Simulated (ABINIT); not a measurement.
The system is Si2Ni.

```xyz
3
Lattice="0.0000 2.7030 2.7030 2.7030 0.0000 2.7030 2.7030 2.7030 0.0000" Properties=species:S:1:pos:R:3 pbc="T T T"
Ni    0.0000    0.0000    0.0000
Si    4.0545    4.0545    4.0545
Si    1.3515    1.3515    1.3515
```

Base run:

| Item | Value |
| --- | --- |
| Program | ABINIT 10.8.3 (patched build) |
| Functional | LDA |
| Potentials or basis | PseudoDojo NC SR LDA v0.4.1 standard |
| Cutoff | 1252 eV |
| k mesh | 7 × 7 × 7 |
| Occupations | fermi-dirac, width 0.05 eV |
| Spin | collinear spin, ferromagnetic start |
| Starting moments | [1.0, 0.0, 0.0] μB |

Its results: band gap on the k mesh none (metal or under the smearing width); pressure -5.7 GPa; net moment 0.00 μB per cell.

Q: The run is repeated on the same cell with these changes: functional from LDA to PBE; potentials or basis from PseudoDojo NC SR LDA v0.4.1 standard to PseudoDojo NC SR PBE v0.4.1 standard. What comes out?

A: Band gap on the k mesh none (metal or under the smearing width); pressure 2.9 GPa; net moment 0.00 μB per cell.

Caveats: small starting moments can end in a higher magnetic state in this program.
